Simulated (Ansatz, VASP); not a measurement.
# P: VASP beside Ansatz

INCAR

```
  ALGO = Normal
  EDIFF = 1E-7
  ENCUT = 520
  GGA = PS
  ISIF = 2
  ISMEAR = 0
  IVDW = 12
  LASPH = T
  LCHARG = F
  LREAL = F
  LWAVE = F
  NBANDS = 8
  NELM = 60
  PREC = Accurate
  SIGMA = 0.15
```

KPOINTS

```
k-points
0
Gamma
  24 24 24
```

Contents of POSCAR:

```
P
1.0
    2.3904808287      0.0223509957      0.0000000000
    0.0223509957      2.3904808287      0.0000000000
    0.0000000000      0.0000000000      2.3906484192
P
1
Direct
    0.0000000000      0.0000000000      0.0000000000
```

Input for Ansatz:

```yaml
crystal:
  lattice:
    - [2.3904808287, 0.0223509957, 0.0]
    - [0.0223509957, 2.3904808287, 0.0]
    - [0.0, 0.0, 2.3906484192]
  atoms:
    - { symbol: P, position: [0.0, 0.0, 0.0] }
basis:
  ecutwfc: 420
kpoints:
  mp_grid: { grid: [24, 24, 24] }
hamiltonian:
  xc: pbesol
  dispersion: d3bj
scf:
  occupations: { method: gaussian, width: 0.15 }
output:
  forces: true
  stress: true
  eigenvalues: true
```

Change from the starting cell: strain +0.0187 x Voigt [0, 0, 0, 0, 0, 1], atoms carried along.

Alike in both runs: task single point; functional PBEsol; dispersion D3(BJ); k mesh 24 × 24 × 24; occupations gaussian, width 0.15 eV; no spin polarisation.

```csv
,VASP,Ansatz
version,VASP 6.6.1,Ansatz 0.2.0
potentials or method,"VASP PAW PBE potentials, release 64 (P)","scalar-relativistic, plane waves, PAW"
plane-wave cutoff (eV),520,420
valence electrons in the cell,5,5
```

```tsv
	VASP	Ansatz	Ansatz less VASP
gap on the k mesh at the Fermi level (eV)	none	none	-
pressure (GPa)	0.2	0.1	-0.10
largest component of the traceless stress (GPa)	1.07	1.07	+0.003
```

A gap of «none» marks a metal or a gap that the smearing closes.

Caveats: the PAW data sets were made with another functional, which shifts forces and pressure a little (VASP); pairwise dispersion overbinds metals, which lowers pressure and volume.
